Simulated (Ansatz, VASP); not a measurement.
## Two plane-wave programs on NaCl

INCAR

```
SYSTEM = NaCl
ALGO     = Normal         ! electronic algorithm
EDIFF    = 1E-7           ! SCF threshold, eV
ENCUT    = 520            ! plane-wave cutoff, eV
GGA      = PE             ! functional
ISIF     = 2              ! what is computed and relaxed
ISMEAR   = 0              ! smearing method
LASPH    = .True.         ! aspherical terms in the spheres
LCHARG   = .False.        ! write CHGCAR
LREAL    = .False.        ! projectors in reciprocal space
LWAVE    = .False.        ! write WAVECAR
NBANDS   = 14             ! bands
NELM     = 60             ! most SCF steps
PREC     = Accurate       ! precision mode
SIGMA    = 0.02           ! smearing width, eV
```

KPOINTS

```
k-points
0
Gamma
  8 8 8
  0 0 0
```

POSCAR

```
NaCl
1.0
    0.0000000000      2.7283239497      2.7283239497
    2.7283239497      0.0000000000      2.7283239497
    2.7283239497      2.7283239497      0.0000000000
Na Cl
1 1
Direct
    0.0000000000      0.0000000000      0.0000000000
    0.5000000000      0.5000000000      0.5000000000
```

Input for Ansatz:

```yaml
crystal:
  lattice:
    - [0.0, 2.7283239497, 2.7283239497]
    - [2.7283239497, 0.0, 2.7283239497]
    - [2.7283239497, 2.7283239497, 0.0]
  atoms:
    - { symbol: Na, position: [0.0, 0.0, 0.0] }
    - { symbol: Cl, position: [0.5, 0.5, 0.5] }
basis:
  ecutwfc: 420
kpoints:
  mp_grid: { grid: [8, 8, 8] }
hamiltonian:
  xc: pbe
scf:
  occupations: { method: gaussian, width: 0.02 }
output:
  forces: true
  stress: true
  eigenvalues: true
```

Alike in both runs: task single point; functional PBE; k mesh 8 × 8 × 8; occupations gaussian, width 0.02 eV; no spin polarisation.

```csv
,VASP,Ansatz
version,VASP 6.6.1,Ansatz 0.2.0
potentials or method,"VASP PAW PBE potentials, release 64 (Na_pv, Cl)","scalar-relativistic, plane waves, PAW"
plane-wave cutoff (eV),520,420
valence electrons in the cell,14,16
```

```csv
,VASP,Ansatz,Ansatz less VASP
gap on the k mesh at the Fermi level (eV),5.52,5.52,0.000
least direct gap on the mesh (eV),5.52,5.52,0.000
pressure (GPa),4.1,4.1,+0.01
```

With one functional, cell and mesh, what is left measures potentials, basis and numerics. The two sets of potentials don't hold the same shells in valence.

As with any semilocal functional, this PBE gap is likely too small.
